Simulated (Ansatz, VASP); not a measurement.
**One calculation of MgO, two programs**

```
CELL_PARAMETERS angstrom
3.26308 0.00000 0.00000
-1.63154 2.82591 0.00000
0.00000 0.00000 4.91554
ATOMIC_POSITIONS crystal
Mg 0.66667 0.33333 0.50216
Mg 0.33333 0.66667 0.00216
O 0.66667 0.33333 0.90244
O 0.33333 0.66667 0.40244
```

Change from the starting cell: volume scaled by 0.96.

Alike in both runs: task single point; functional PBE; k mesh 9 × 9 × 6; occupations fermi-dirac, width 0.05 eV; no spin polarisation.

|  | VASP | Ansatz |
| --- | --- | --- |
| version | VASP 6.6.1 | Ansatz 0.2.0 |
| potentials or method | VASP PAW PBE potentials, release 64 (Mg, O) | Ansatz PAW |
| plane-wave cutoff (eV) | 520 | 420 |
| valence electrons in the cell | 16 | 32 |

VASP gave:

```
gap on the k mesh at the Fermi level (eV)       : 3.69
least direct gap on the mesh (eV)               : 3.69
pressure (GPa)                                  : 8.7
largest component of the traceless stress (GPa) : 0.42
rms of the force components (eV/Å)              : 0.019
```

Q: Which values does Ansatz return?

A: gap on the k mesh at the Fermi level (eV): 3.71; least direct gap on the mesh (eV): 3.71; pressure (GPa): 9.0; largest component of the traceless stress (GPa): 0.45; rms of the force components (eV/Å): 0.019.

Atom by atom the forces differ by 0.000 eV/Å (rms over components). The two sets of potentials don't hold the same shells in valence.

Caveats: an odd mesh through Γ misses points on the zone boundary, where band edges often lie (VASP); odd divisions of the mesh miss points on the zone boundary, where band edges often lie, so the gap on the mesh can be too wide (Ansatz); the pressure holds a Pulay correction of +0.5 GPa for the finite cutoff (Ansatz).
